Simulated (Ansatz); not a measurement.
**HgTe: a tetragonal deformation path**

The task here is to estimate one member of a computed series from the others.

Computed with Ansatz 0.2.0 (DFT PBEsol, scalar-relativistic, plane waves, PAW, unless a step's input says otherwise).

### The system as given

The structure is tetragonal, space group I-4m2 (No. 119). Conventional cell: a = 6.091 Å, b = 6.091 Å, c = 3.119 Å, α = 90.00°, β = 90.00°, γ = 90.00°. Hg (site symmetry -4m2) has 2 Hg at 3.12 Å and 4 Te at 3.14 Å in its first shell of neighbours. Te (site symmetry -4m2) is surrounded by 2 Te at 3.12 Å and 4 Hg at 3.14 Å.

Coordinates:

```
CELL_PARAMETERS angstrom
-3.04560 3.04560 1.55941
3.04560 -3.04560 1.55941
3.04560 3.04560 -1.55941
ATOMIC_POSITIONS crystal
Hg 0.25000 0.75000 0.50000
Te 0.00000 0.00000 0.00000
```

It goes back to an entry of the Materials Project, which need not be the stable form.

No relaxation comes first: the listed cell is the starting point.

Set-up of the first run:

At fixed volume and fractional coordinates, lengths along (0.000, 0.000, 1.000) are scaled against those across it; ρ is that ratio over its starting value.

Contents of input.yaml:

```yaml
crystal:
  lattice:
    - [-3.2151431669, 3.2151431669, 1.3992852795]
    - [3.2151431669, -3.2151431669, 1.3992852795]
    - [3.2151431669, 3.2151431669, -1.3992852795]
  atoms:
    - { symbol: Hg, position: [0.25, 0.75, 0.5] }
    - { symbol: Te, position: [0.0, 0.0, 0.0] }
basis:
  ecutwfc: 420
kpoints:
  mp_grid: { grid: [18, 18, 18] }
hamiltonian:
  xc: pbesol
scf:
  occupations: { method: gaussian, width: 0.15 }
output:
  forces: true
  stress: true
  eigenvalues: true
```

The run is started by

```sh
ansatz run input.yaml --threads 1 --pin off --max-ram 2560MiB --backend cpu --events-out ev --progress --plain --runs-dir out
```

Among the steps run: Point ρ = 0.850; At ρ = 1.200; ρ = 0.920; ρ = 1.100; Point ρ = 0.960; ρ = 1.050.

One of the session's tables, all rows but one given; the rest of the session is left out.

It belongs to the step «The scan collected». 

```
    ρ  ΔE (meV/atom)  pressure (GPa)
0.850          111.0             0.4
0.920           37.8            -2.1
0.960              ?               ?
1.000            0.0            -3.5
1.050           -0.4            -3.7
1.100            0.7            -3.6
1.200           15.9            -2.9
```

Q: Estimate the row for ρ = 0.960 from the others.

Worked estimate for «ΔE (meV/atom)». A straight line through the neighbours (0.920, 37.8) and (1.000, 0.0) gives 37.8 + (0.0 − 37.8) × (0.960 − 0.920) / (1.000 − 0.920) = 18.9; a parabola fitted to 4 rows on both sides gives 12.9.

**Answer.** ΔE (meV/atom): 9.6; pressure (GPa): -3.0. In «ΔE (meV/atom)» the line misses by +9.3 and the parabola by +3.3.
